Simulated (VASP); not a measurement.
Write the native input for VASP 6.6.1 that does the following.

```yaml
Task: single point
Functional: HSE06
Potentials_or_basis: VASP PAW PBE potentials, release 64 (Cd, Se)
Cutoff: 520 eV
k_mesh: 4 × 4 × 4
Occupations: gaussian, width 0.01 eV
Spin: no spin polarisation
Dipole_correction: no
Exchange_at_q_=_0: truncated
Grid_for_exact_exchange_PRECFOCK: Normal
Screening_parameter: 0.2079 1/A
Further_INCAR_settings: ALGO = Normal; EDIFF = 1e-06; NBANDS = 16
```

CdSe:

```
Cd Se
1.0
     0.00000    3.03850    3.03850
     3.03850    0.00000    3.03850
     3.03850    3.03850    0.00000
Cd Se
1 1
Cartesian
  0.0000 0.0000 0.0000
  1.5192 1.5192 1.5192
```

The cell was built by a generator and needn't be a form met in nature.

The input as run:

POSCAR

```
CdSe
1.0
    0.0000000000      3.0385000000      3.0385000000
    3.0385000000      0.0000000000      3.0385000000
    3.0385000000      3.0385000000      0.0000000000
Cd Se
1 1
Direct
    0.0000000000      0.0000000000      0.0000000000
    0.2500000000      0.2500000000      0.2500000000
```

INCAR.step1

```
SYSTEM = CdSe
ALGO = Normal
EDIFF = 1E-5
ENCUT = 520
GGA = PE
ISIF = 2
ISMEAR = 0
LASPH = .TRUE.
LCHARG = .FALSE.
LREAL = .FALSE.
LWAVE = .TRUE.
NBANDS = 16
NELM = 100
PREC = Accurate
SIGMA = 0.01
```

INCAR.step2

```
SYSTEM = CdSe
ALGO = Normal
EDIFF = 1E-6
ENCUT = 520
GGA = PE
HFSCREEN = 0.2079
ISIF = 2
ISMEAR = 0
ISTART = 1
LASPH = .TRUE.
LCHARG = .FALSE.
LHFCALC = .TRUE.
LREAL = .FALSE.
LWAVE = .FALSE.
NBANDS = 16
NELM = 100
PREC = Accurate
PRECFOCK = Normal
SIGMA = 0.01
```

KPOINTS

```
k-points
0
G
  4 4 4
  0 0 0
```

Potentials or basis: VASP PAW PBE potentials, release 64 (Cd, Se).

Launch:

```bash
$ cat potpaw_PBE.64/Cd/POTCAR potpaw_PBE.64/Se/POTCAR > POTCAR
$ cp INCAR.step1 INCAR
$ mpirun -np 1 vasp_std > vasp.out
$ cp INCAR.step2 INCAR
$ mpirun -np 1 vasp_std > vasp.out
```

It gave:

```json
{"Pressure": "2.2 GPa", "Band gap on the k mesh": "1.57 eV, direct"}
```

Caveat: the k mesh is coarse (spacing up to 0.45 Å⁻¹), so the values aren't converged, least of all with exact exchange; the PAW data sets were made with another functional, which shifts forces and pressure a little.

It took 5.4 min on 1 thread of Intel(R) Xeon(R) Platinum 8488C (Sapphire Rapids), on a shared host, peak memory 0.28 GiB.
